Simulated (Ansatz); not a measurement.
**Zr: from a first guess to the relaxed diamond type**

First guess:

```yaml
crystal:
  lattice:
    - [0.00000, 3.21951, 3.21951]
    - [3.21951, 0.00000, 3.21951]
    - [3.21951, 3.21951, 0.00000]
  atoms:
    - { symbol: Zr, position: [0.00000, 0.00000, 0.00000] }
    - { symbol: Zr, position: [0.25000, 0.25000, 0.25000] }
```

Computed with Ansatz 0.2.0, DFT, PBE, PAW with Ansatz's default frozen-core files, scalar-relativistic.

Cell and atoms relax within the symmetry of the start on a 10×10×10 k mesh with 0.05 eV Fermi–Dirac smearing.

The start is built from a prototype, known or not as a phase of this compound; the cutoff is 420 eV.

Task: What is the pressure of the first guess?

Result: -2.45 GPa.

Task: What does it relax to?

Result: a = 6.277 Å, b = 6.277 Å, c = 6.277 Å, α = 90.00°, β = 90.00°, γ = 90.00° (conventional cell), 30.92 Å³ per atom:
```cif
data_structure
_symmetry_space_group_name_H-M 'Fd-3m:1'
_symmetry_Int_Tables_number 227
_cell_length_a 6.2773
_cell_length_b 6.2773
_cell_length_c 6.2773
_cell_angle_alpha 90.000
_cell_angle_beta 90.000
_cell_angle_gamma 90.000
_cell_volume 247.35
loop_
_atom_site_label
_atom_site_type_symbol
_atom_site_symmetry_multiplicity
_atom_site_Wyckoff_symbol
_atom_site_fract_x
_atom_site_fract_y
_atom_site_fract_z
_atom_site_occupancy
Zr1 Zr 8 b 0.00000 0.00000 0.50000 1
```

Task: How much energy does the relaxation release?

Result: 20 meV/atom.
